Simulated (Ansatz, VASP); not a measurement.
**One calculation of GaSb, two programs**

```
CELL_PARAMETERS angstrom
0.00000 3.05900 3.05900
3.05900 0.00000 3.05900
3.05900 3.05900 0.00000
ATOMIC_POSITIONS crystal
Sb 0.75000 0.75000 0.75000
Ga 0.00000 0.00000 0.00000
```

Alike in both runs: task relaxation of cell and atoms; functional BLYP; dispersion D3(BJ); k mesh 8 × 8 × 8; occupations fermi-dirac, width 0.05 eV; no spin polarisation.

```csv
,VASP,Ansatz
version,VASP 6.6.1,Ansatz 0.2.0
potentials or method,"VASP PAW PBE potentials, release 64 (Sb, Ga_d)",Ansatz PAW
plane-wave cutoff (eV),600,420
valence electrons in the cell,18,28
```

```tsv
	VASP	Ansatz	Ansatz less VASP
gap on the k mesh at the Fermi level, each at its own relaxed structure (eV)	none	none	-
relaxed volume (Å³/atom)	28.93	28.81	-0.124
relaxed cell length with the largest relative difference (Å)	4.341	4.335	-0.0062
```

A gap of «none» marks a metal or a gap that the smearing closes. The two sets of potentials don't hold the same shells in valence.

Caveats: pairwise dispersion overbinds metals, which lowers pressure and volume; this crystal is a semiconductor, whose small gap the functional closes, so the metal is an error of the method; the PAW data sets were made with another functional, which shifts forces and pressure a little (VASP); the plane-wave basis is chosen anew once the cell has moved, so the energies of steps on either side of that aren't comparable (Ansatz); the PAW data sets come from PBE, with cores solved anew for the run's functional, which leaves a small shift of forces and pressure (Ansatz). Spin-orbit coupling is left out, which matters for the levels of Sb. Zero-point motion and thermal expansion aren't in these numbers.
